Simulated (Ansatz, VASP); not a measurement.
# BN in two plane-wave programs, part 2 of 2

Wanted: the spread between two codes on one cell, functional and k mesh. The cell is taken from a series of runs on this material, whose earlier steps may have relaxed, scaled, displaced or heated it; both programs get it as it stands.

VASP 6.6.1 and Ansatz 0.2.0.

So far: Starting point; VASP: dielectric response, LDA.

### 3. Ansatz: dielectric response, LDA

Level of this step: Ansatz beside VASP: Kohn-Sham DFT, plane waves, LDA (Ansatz).

Ansatz runs on its default PAW (the set named soft_2) files.

The same cell, functional (in two slightly different forms) and mesh now go to Ansatz, which takes its cutoff from its data sets.

Input file input.yaml:

```yaml
crystal:
  lattice:
    - [2.49824, 0.0, 0.0]
    - [-1.24912, 2.1635393048, 0.0]
    - [0.0, 0.0, 6.6357]
  atoms:
    - { symbol: B, position: [0.3333333333, 0.6666666667, 0.25] }
    - { symbol: B, position: [0.6666666667, 0.3333333333, 0.75] }
    - { symbol: "N", position: [0.3333333333, 0.6666666667, 0.75] }
    - { symbol: "N", position: [0.6666666667, 0.3333333333, 0.25] }
kpoints:
  mp_grid: { grid: [9, 9, 4] }
hamiltonian:
  xc: lda
scf:
  occupations: { method: fixed }
dielectric: {}
```

Launch:

```
$ ansatz run input.yaml --threads 2 --pin off --max-ram 92160MiB --backend cuda --devices 1 --max-vram 13GiB --events-out ev --progress --plain --runs-dir out
```

Numbers of over 12 decimals in the logs are rounded to 6 here.

Output:

```text
GPUs: using 1 of 1 available (devices: 1).
Engine: ansatz 0.2.0, x86_64-unknown-linux-gnu
Pseudopotentials: kind: paw
Pseudopotential: B, paw, valence charge 3, recommended cutoff 420 eV (normal), B.paw.azcp
Pseudopotential: N, paw, valence charge 5, recommended cutoff 420 eV (normal), N.paw.azcp
Functional definition: SPW92
  exchange = slater_x
  correlation = pw_c
device memory: the entry about to start is reckoned to put 0.9 GiB on a device that reports 49.3 GiB free (of which the cap on the GPU budget leaves the run 13.0 GiB)
GPU FFT provider: cuFFT
GPU libraries: cuBLAS 13.8.2, cuFFT 12.4.0, cuSOLVER 12.3.4
Crystal: 4 atoms, lattice volume = 35.866 Å³
Basis set: ecut = 420 eV, 689 PW (Γ), exchange–correlation on 36×36×96 points (8 copies of the dense FFT grid, shifted against one another)
Bands: 12, of which v1, the nominal top of the filled ones, is band 8 counted from 1 (7 counted from 0)
Symmetry: 24 space group operations
k-points: 95 of 324 (irreducible under 2 space group operations, time reversal used)
Non-local potential: B, projectors of the file, l = 0: 2, l = 1: 2, l = 2: 1
Non-local potential: N, projectors of the file, l = 0: 2, l = 1: 2, l = 2: 1
PAW form: soft (Blöchl's): semilocal exchange-correlation on the pseudo side does not see the compensation charge
PAW frozen core: B, regenerated for the run's functional, and the local potential with it (the file was generated under x = pbe(κ = 0.804, μ = 0.219515), c = pbe(β = 0.066725))
PAW frozen core: N, regenerated for the run's functional, and the local potential with it (the file was generated under x = pbe(κ = 0.804, μ = 0.219515), c = pbe(β = 0.066725))
PAW one-centre angular grid: B, 110 points (default); XC on 64 Gauss nodes
PAW one-centre angular grid: N, 110 points (default); XC on 64 Gauss nodes
Initial density: superposition of atomic densities (neutral atoms: chi_scale 0, normalization atom), corrected by the library's trained network
Initial wavefunctions: pseudopotential atomic-orbital guess
GPU buffer pool allocated for 15552 grid points (all kernels)
GPU transforms: local potential and band sums: pruned to the plane-wave sphere, on 18×18×45
Functional: x = slater, c = lda
SCF iter   1: F=—  HF=-1052.695512 eV  |F-HF|=—  |Δ(HF+E_count)|=         —  Δρ=8.66e-3  dr2=2.43e-2  ethr=1.77e-3  ⟨swp⟩=5.0  Hψ=6204  notcnv=0  defer=161
preconditioner: auto → none  [insulator: Δε(μ)=4.117 eV  Ē_g=15.603 eV  n_scr=4 (ndim 8)  ℏωp=24.8 eV  f_vac=0.021  ε∞_Penn≈3.5]
SCF iter   2: F=—  HF=-1052.689507 eV  |F-HF|=—  |Δ(HF+E_count)|=   6.00e-3  Δρ=4.13e-3  dr2=2.77e-3  ethr=1.52e-4  ⟨swp⟩=2.9  Hψ=2760  notcnv=0  defer=190
SCF iter   3: F=—  HF=-1052.688672 eV  |F-HF|=—  |Δ(HF+E_count)|=   8.35e-4  Δρ=1.57e-3  dr2=3.63e-4  ethr=1.73e-5  ⟨swp⟩=2.1  Hψ=1928  notcnv=0  defer=190
SCF iter   4: F=—  HF=-1052.688581 eV  |F-HF|=—  |Δ(HF+E_count)|=   9.11e-5  Δρ=2.31e-4  dr2=9.69e-6  ethr=2.27e-6  ⟨swp⟩=1.0  Hψ=1148  notcnv=0  defer=110
SCF iter   5: F=—  HF=-1052.688587 eV  |F-HF|=—  |Δ(HF+E_count)|=   6.24e-6  Δρ=2.28e-5  dr2=6.36e-8  ethr=6.06e-8  ⟨swp⟩=2.3  Hψ=1899  notcnv=0  defer=7
SCF iter   6: F=—  HF=-1052.688592 eV  |F-HF|=—  |Δ(HF+E_count)|=   4.60e-6  Δρ=8.40e-6  dr2=9.13e-9  ethr=3.97e-10  ⟨swp⟩=2.3  Hψ=1877  notcnv=0
SCF iter   7: F=—  HF=-1052.688592 eV  |F-HF|=—  |Δ(HF+E_count)|=   3.47e-9  Δρ=1.40e-6  dr2=2.67e-10  ethr=5.71e-11  ⟨swp⟩=2.6  Hψ=1738  notcnv=0
SCF iter   8: F=-1052.688592 eV  HF=-1052.688592 eV  |F-HF|=9.09e-13  |Δ(HF+E_count)|=  8.80e-11  Δρ=6.55e-8  dr2=9.77e-13  ethr=1.00e-12  ⟨swp⟩=4.2  Hψ=4257  notcnv=0
SCF 1 converged in 8 iterations: F = -1052.688592 eV  dr2 = 9.77e-13
  greatest PAW one-centre occupation: 0.791 electrons in one spin orbital (limit 2), on the N atom at site 3 (counted from 0), in its partial waves of l = 0
the response reads at least the filled bands of the reference SCF and the lowest empty band at each k-point, and that SCF's band table does not vouch for those bands. The notice of the band table in this run's record says why
device memory: the entry about to start is reckoned to put 0.3 GiB on a device that reports 49.3 GiB free (of which the cap on the GPU budget leaves the run 13.0 GiB)
NSCF: frozen V_eff on 1 k-points
device memory: the entry about to start is reckoned to put 0.3 GiB on a device that reports 49.3 GiB free (of which the cap on the GPU budget leaves the run 13.0 GiB)
NSCF: frozen V_eff on 1 k-points
device memory: the entry about to start is reckoned to put 0.3 GiB on a device that reports 49.3 GiB free (of which the cap on the GPU budget leaves the run 13.0 GiB)
NSCF: frozen V_eff on 1 k-points
device memory: the entry about to start is reckoned to put 0.3 GiB on a device that reports 49.3 GiB free (of which the cap on the GPU budget leaves the run 13.0 GiB)
NSCF: frozen V_eff on 1 k-points
device memory: the entry about to start is reckoned to put 0.1 GiB on a device that reports 49.3 GiB free (of which the cap on the GPU budget leaves the run 13.0 GiB)
device memory: the entry about to start is reckoned to put 0.5 GiB on a device that reports 49.3 GiB free (of which the cap on the GPU budget leaves the run 13.0 GiB)
DFPT response loops at Γ: preconditioner auto → Resta (q_TF=auto, 2.385 Å⁻¹)  ε∞=3.8 (no band partly filled); β = 1.00, the filter's whole step (`scf.mixing.beta` (0.50) is not read by the response loops at its default; to damp them type it under 1.00, their step now; it binds the ground state too); Broyden in place of MSR1
── the response to a field inside a basis, on 10×10×4 k-points: an SCF that follows is theirs, and a resumed run solves both again ──
device memory: the entry about to start is reckoned to put 0.2 GiB on a device that reports 50.6 GiB free (of which the cap on the GPU budget leaves the run 13.0 GiB)
GPU FFT provider: cuFFT
GPU libraries: cuBLAS 13.8.2, cuFFT 12.4.0, cuSOLVER 12.3.4
Bands: 9, of which v1, the nominal top of the filled ones, is band 8 counted from 1 (7 counted from 0)
k-points: 60 of 400 (irreducible under 8 space group operations)
Initial density: handed on by an earlier stage of this run
Initial wavefunctions: pseudopotential atomic-orbital guess (no wavefunctions were taken with the density)
GPU buffer pool allocated for 15552 grid points (all kernels)
GPU transforms: band sums: pruned to the plane-wave sphere, on 18×18×45
Eigensolver: Dense (60 Hₖ)
SCF iter   1: F=—  HF=-1052.696043 eV  |F-HF|=—  |Δ(HF+E_count)|=         —  Δρ=5.88e-4  dr2=1.76e-5  ethr=1.00e-1
preconditioner: auto → none  [insulator: Δε(μ)=4.209 eV  Ē_g=13.019 eV  n_scr=4 (ndim 8)  ℏωp=24.8 eV  f_vac=0.013  ε∞_Penn≈4.6]
SCF iter   2: F=—  HF=-1052.696042 eV  |F-HF|=—  |Δ(HF+E_count)|=   4.64e-7  Δρ=2.80e-4  dr2=4.66e-6  ethr=1.10e-7
SCF iter   3: F=—  HF=-1052.696043 eV  |F-HF|=—  |Δ(HF+E_count)|=   1.03e-6  Δρ=9.74e-5  dr2=1.50e-6  ethr=2.92e-8
SCF iter   4: F=-1052.696043 eV  HF=-1052.696043 eV  |F-HF|=2.50e-12  |Δ(HF+E_count)|=   3.78e-7  Δρ=8.27e-6  dr2=7.33e-9  ethr=9.35e-9
SCF 1 converged in 4 iterations: F = -1052.696043 eV  dr2 = 7.33e-9
device memory: the entry about to start is reckoned to put 0.1 GiB on a device that reports 50.5 GiB free (of which the cap on the GPU budget leaves the run 13.0 GiB)
device memory: the entry about to start is reckoned to put 0.3 GiB on a device that reports 50.5 GiB free (of which the cap on the GPU budget leaves the run 12.9 GiB)
DFPT response loops at Γ: mixed as the last ones told, above
SCF converged after 8 iterations
Free energy (F): -1052.688592 eV
Harris-Foulkes:  -1052.688592 eV  (|F-HF|=9.09e-13)
Internal energy: -1052.688592 eV  (E = F + TS)
E sigma→0 (E₀):  -1052.688592 eV
Fermi energy:    4.505497 eV
--- Per-component energies (eV) ---
  E_band       = -41.139412
  E_kinetic    = 366.327582
  E_local      = -695.550374  (includes V_loc(G=0)·N_el)
  E_nonlocal   = 119.835342
  E_hartree    = 222.128282
  E_xc         = -182.191109
  E_vxc        = -227.194044  (∫ρ·V_xc dr)
  E_paw        = -383.559050  (= ΣΔE_a)
  E_vpaw       = -48.814687  (= ΣTr[D̂ρ^β])
  E_aug_tail   = 0.000187  (compensation charges beyond the density's cutoff)
  E_ewald      = -499.931209
  E_core_change = 0.251757  (= ΣΔE_core)
  E_smearing   = -0.000000  (= −TS)
  E_closure    = 0.000000  (closes the sum)
  Σ components = -1052.688592   (vs F -1052.688592, Δ=0.00e0)
--- Band table (eV; the first three rows and the last of 95) ---
  k-point 0: bands = [... 4 lower, 3.1789, 3.1789, 3.2167, 3.2167, 9.4564, 14.5644, 16.0223, 16.0223]
  k-point 1: bands = [... 4 lower, 3.1846, 3.1846, 3.2107, 3.2107, 10.1763, 13.6949, 16.0408, 16.0408]
  k-point 2: bands = [... 4 lower, 3.1971, 3.1971, 3.1971, 3.1971, 11.8786, 11.8786, 16.0847, 16.0847]
  k-point 94: bands = [... 4 lower, -0.7254, -0.7254, 2.6264, 2.6264, 10.8601, 10.8601, 15.9031, 15.9031]
--- Dielectric response (ions clamped): 3 representative field directions + reference, inside a basis on a mesh of 400 k-points (Σ response iterations 12) ---
  ε∞ (high-frequency dielectric tensor):
        4.832496     0.000000    -0.000000
        0.000000     4.832496     0.000000
       -0.000000     0.000000     2.752436
  Born effective charges Z* (e; rows j = field, columns β = displacement):
    site 0:
         2.71027    0.00000    0.00000
         0.00000    2.71027    0.00000
         0.00000    0.00000    0.76074
    site 1:
         2.71027   -0.00000    0.00000
         0.00000    2.71027    0.00000
         0.00000    0.00000    0.76074
    site 2:
        -2.71027   -0.00000   -0.00000
         0.00000   -2.71027   -0.00000
        -0.00000   -0.00000   -0.76074
    site 3:
        -2.71027   -0.00000   -0.00000
        -0.00000   -2.71027   -0.00000
        -0.00000   -0.00000   -0.76074
  Z* charge neutrality: 2.558e-3 e pre-enforcement
  solved inside a basis spanned on kpoints, on 10×10×4 k-points, its susceptibility summed on 18×18×6: ε∞ is read to err by 1.4e-2, Z* by 1.0e-2 e (field_mesh: kpoints solves on kpoints); Z* is corrected for what the basis lacks
```

In the SCF lines HF is the Harris–Foulkes energy and dr2 the Hartree energy of the density residual, in eV; the loop may stop once dr2 is under the threshold and the program's other checks hold. Hψ counts applications of the Hamiltonian.

### 4. Differences

Known differences besides the potentials themselves: the two LDA forms differ slightly; fixed occupations in Ansatz, narrow Gaussian smearing in VASP; VASP's response is taken on the typed mesh, Ansatz refines its own for the field response alone; the cutoff is 420 eV in Ansatz and 520 eV in VASP; VASP's log shows a relativistic correction to its local exchange, Ansatz's none. Total energies have different zeros and are not compared.

Both answers:

```
                                    quantity  Ansatz   VASP  difference
                                       ε∞ xx    4.83   4.84     -0.16 %
                                       ε∞ yy    4.83   4.84     -0.16 %
                                       ε∞ zz    2.75   2.76     -0.16 %
Born charge of B1 (mean of the diagonal) (e)    2.06   2.06        0.00
Born charge of N3 (mean of the diagonal) (e)   -2.06  -2.06        0.00
```

### 5. VASP: dielectric response, PBEsol

The response to a field tests empty states and converges slowly with the mesh.

Input file INCAR:

```
SYSTEM = BN
PREC = Accurate
ENCUT = 520
EDIFF = 1E-08
NELM = 120
ISMEAR = 0
SIGMA = 0.01
LREAL = .FALSE.
ALGO = Normal
GGA = PS
NBANDS = 14
LORBIT = 11
LWAVE = .FALSE.
LCHARG = .FALSE.
ISIF = 2
LEPSILON = .TRUE.
LASPH = .TRUE.
GGA_COMPAT = .FALSE.
EFERMI = MIDGAP
KPAR = 2
```

Input file POSCAR:

```
BN
1.0
    2.4982400000      0.0000000000      0.0000000000
   -1.2491200000      2.1635393048      0.0000000000
    0.0000000000      0.0000000000      6.6357000000
B N
2 2
Direct
    0.3333333333      0.6666666667      0.2500000000
    0.6666666667      0.3333333333      0.7500000000
    0.3333333333      0.6666666667      0.7500000000
    0.6666666667      0.3333333333      0.2500000000
```

Input file KPOINTS:

```
Automatic mesh
0
Gamma
9 9 4
0 0 0
```

PAW data sets: B and N (PBE family, release 64).

Launch:

```
$ mpirun -np 2 vasp_std
```

Output:

```text
[banner, memory and clock lines left out]
running    2 mpi-ranks, on    1 nodes
[...]
|                                                                             |
|               ----> ADVICE to this user running VASP <----                  |
|                                                                             |
|     You enforced a specific xc type in the INCAR file but a different       |
|     [... a line on the potential file left out ...]
|     I HOPE YOU KNOW WHAT YOU ARE DOING!                                     |
|                                                                             |

 LDA part: xc-table for (Slater+PW92), standard interpolation
 POSCAR, INCAR and KPOINTS ok, starting setup
[...]
entering main loop
       N       E                     dE             d eps       ncg     rms          rms(c)
DAV:   1     0.534928856458E+02    0.53493E+02   -0.82363E+03  1016   0.106E+03
DAV:   2    -0.359335190532E+02   -0.89426E+02   -0.81918E+02  1430   0.243E+02
[...]
RMM:   9    -0.399199149357E+00   -0.18048E-05    0.94002E-08  3356   0.301E-04    0.236E-05
RMM:  10    -0.399199229227E+00   -0.79869E-07    0.31228E-08  2857   0.772E-05    0.597E-06
 change of polarisation eV/A/(eV/A) component  2 :     0.061     0.755    -0.023
 dielectric tensor                  component  2 :     0.308     4.808    -0.114
 Linear response to external field, progress :
  Direction:   3
       N       E                     dE             d eps       ncg     rms          rms(c)
RMM:   1    -0.202814165733E+00   -0.20281E+00   -0.49378E-01  1946   0.239E+00
RMM:   2    -0.206484788342E+00   -0.36706E-02   -0.27873E-03  1636   0.381E-01    0.668E-01
RMM:   3    -0.181973517633E+00    0.24511E-01   -0.20169E-02  1498   0.865E-01    0.343E-01
RMM:   4    -0.185106162154E+00   -0.31326E-02   -0.19239E-02  1584   0.823E-01    0.106E-01
[...]
RMM:   9    -0.190502431237E+00    0.30438E-05   -0.10660E-08  1690   0.683E-04    0.311E-05
RMM:  10    -0.190501979582E+00    0.45165E-06   -0.26775E-10  1316   0.837E-05    0.114E-05
RMM:  11    -0.190502256946E+00   -0.27736E-06   -0.50067E-11   992   0.493E-05    0.297E-06
 change of polarisation eV/A/(eV/A) component  3 :    -0.022    -0.027     0.345
 dielectric tensor                  component  3 :    -0.112    -0.138     2.742
 Born effective charges drift removed
```

Parts of OUTCAR (step 5):

```text
  Total        0.7361256      0.7361256      0.1774860      0.0000000      0.0000000      0.0000000
  in kB       32.8834086     32.8834086      7.9284617      0.0000000      0.0000000      0.0000000
  external PRESSURE =      24.5650930 kB  Pullay stress =       0.0000000 kB

 POSITION                                       TOTAL-FORCE (eV/Angst)
 -----------------------------------------------------------------------------------
     -0.00000      1.44236      1.65892         0.000000      0.000000      0.000000
      1.24912      0.72118      4.97677        -0.000000     -0.000000      0.000000
     -0.00000      1.44236      4.97677        -0.000000      0.000000      0.000000
      1.24912      0.72118      1.65892         0.000000     -0.000000      0.000000
 -----------------------------------------------------------------------------------
    total drift:                                0.000000     -0.000000      0.000000

 MACROSCOPIC STATIC DIELECTRIC TENSOR (including local field effects in DFT)
 ------------------------------------------------------
           4.807842     0.000000     0.000000
           0.000000     4.807842     0.000000
           0.000000    -0.000000     2.742188
 ------------------------------------------------------

[... 2 parts as in an earlier step ...]
```

### 6. Ansatz: dielectric response, PBEsol

The same cell, functional and mesh now go to Ansatz, which takes its cutoff from its data sets.

The cell is taken from a series of runs on this material, whose earlier steps may have relaxed, scaled, displaced or heated it; both programs get it as it stands.

Edit input.yaml of step 3 so:

```diff
@@ -13,3 +13,3 @@
 hamiltonian:
-  xc: lda
+  xc: pbesol
 scf:
```

Launch:

```
$ ansatz run input.yaml --threads 2 --pin off --max-ram 92160MiB --backend cuda --devices 1 --max-vram 13GiB --events-out ev --progress --plain --runs-dir out
```

Output:

```text
GPUs: using 1 of 1 available (devices: 1).
[...]
GPU FFT provider: cuFFT
GPU libraries: cuBLAS 13.8.2, cuFFT 12.4.0, cuSOLVER 12.3.4
Crystal: 4 atoms, lattice volume = 35.866 Å³
Basis set: ecut = 420 eV, 689 PW (Γ), exchange–correlation on 36×36×96 points (8 copies of the dense FFT grid, shifted against one another)
Bands: 12, of which v1, the nominal top of the filled ones, is band 8 counted from 1 (7 counted from 0)
[...]
site 0:
         2.70953   -0.00000    0.00000
        -0.00000    2.70953    0.00000
         0.00000    0.00000    0.74695
    site 1:
         2.70953    0.00000    0.00000
         0.00000    2.70953    0.00000
[...]
site 2:
[...]
-0.00000   -0.00000   -0.74695
    site 3:
        -2.70953   -0.00000   -0.00000
        -0.00000   -2.70953   -0.00000
        -0.00000   -0.00000   -0.74695
  Z* charge neutrality: 2.173e-3 e pre-enforcement
[...]
[key lines of the parts left out:]
SCF converged after 7 iterations
Free energy (F): -1067.551911 eV
Fermi energy:    4.705125 eV
```

### 7. Side by side

What differs besides the data sets and the points named for the pairs above, as far as they apply: Ansatz makes its cores anew for this functional, VASP keeps those of its PBE data sets. Total energies have different zeros and are not compared.

The two programs side by side:

```csv
quantity,Ansatz,VASP,difference
ε∞ xx,4.80,4.81,-0.11 %
ε∞ yy,4.80,4.81,-0.11 %
ε∞ zz,2.74,2.74,-0.04 %
Born charge of B1 (mean of the diagonal) (e),2.06,2.05,0.00
Born charge of N3 (mean of the diagonal) (e),-2.06,-2.05,0.00
```

### 8. Summary of results

```
difference in ε∞ xx (dielectric response, LDA)    : -0.16 %
difference in ε∞ xx (dielectric response, PBEsol) : -0.11 %
```

In words: The difference in ε∞ xx is -0.16 % (dielectric response, LDA), within the 5 % picked in this series as the mark of a large difference. Such differences can come from data sets, numerical settings and the points named under the comparisons, not from the functional's error against experiment.

[Lines on the potential files, build, host, timing and source positions are cut from VASP's logs without a mark.]

[Logs are printed without paths, hosts, clocks, repeated set-up lines and the standing remarks that a program may print on its own settings, such as how far it seeks lower states.]

[Hosts, paths, dates, database ids (printed as entryN), source tags and the programs' standing remarks are cut or masked in the printed files.]
